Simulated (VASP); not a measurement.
Wanted: the native input for a VASP 6.6.1 run.

| Item | Value |
| --- | --- |
| Task | electric field gradients |
| Functional | PBEsol |
| Potentials or basis | VASP PAW PBE potentials, release 64 (Sn_d, Se) |
| Cutoff | 520 eV |
| k mesh | 8 × 8 × 5 |
| Occupations | gaussian, width 0.02 eV |
| Spin | no spin polarisation |
| Further INCAR settings | ALGO = Normal; EDIFF = 1e-08 |

The structure of SnSe2 lies in POSCAR:

```
SnSe2
1.0
    3.8110000000      0.0000000000      0.0000000000
   -1.9055000000      3.3004228138      0.0000000000
    0.0000000000      0.0000000000      6.1360000000
Sn Se
1 2
Direct
    0.0000000000      0.0000000000      0.0000000000
    0.6666666667      0.3333333333      0.7510000000
    0.3333333333      0.6666666667      0.2490000000
```

One way to write it, as run:

INCAR

```
PREC = Accurate
ENCUT = 520
EDIFF = 1E-8
ISMEAR = 0
SIGMA = 0.02
LREAL = F
LASPH = T
NELM = 60
ALGO = Normal
ISIF = 2
LWAVE = F
LCHARG = F
GGA = PS
LEFG = T
```

KPOINTS

```
regular mesh
0
Gamma
  8 8 5
```

Potentials or basis: VASP PAW PBE potentials, release 64 (Sn_d, Se).

The run is started by

```bash
$ cat potpaw_PBE.64/Sn_d/POTCAR potpaw_PBE.64/Se/POTCAR > POTCAR
$ mpirun -np 1 vasp_std > vasp.out
```

It gave:

```
Pressure               : 2.6 GPa
Largest force          : 0.622 eV/Å
Band gap on the k mesh : 0.73 eV, indirect (least direct gap 1.00 eV)
```

Caveat: the PAW data sets were made with another functional, which shifts forces and pressure a little; spin-orbit coupling is left out, which moves the levels of the heavy elements; an odd mesh through Γ misses points on the zone boundary, where band edges often lie; this functional lacks dispersion, which binds the layers, so the pressure and a relaxed spacing across them are unreliable.

Wall time 28 s on 1 thread of Intel(R) Xeon(R) 6975P-C (Granite Rapids), with other jobs on the host, peak memory 0.21 GiB.
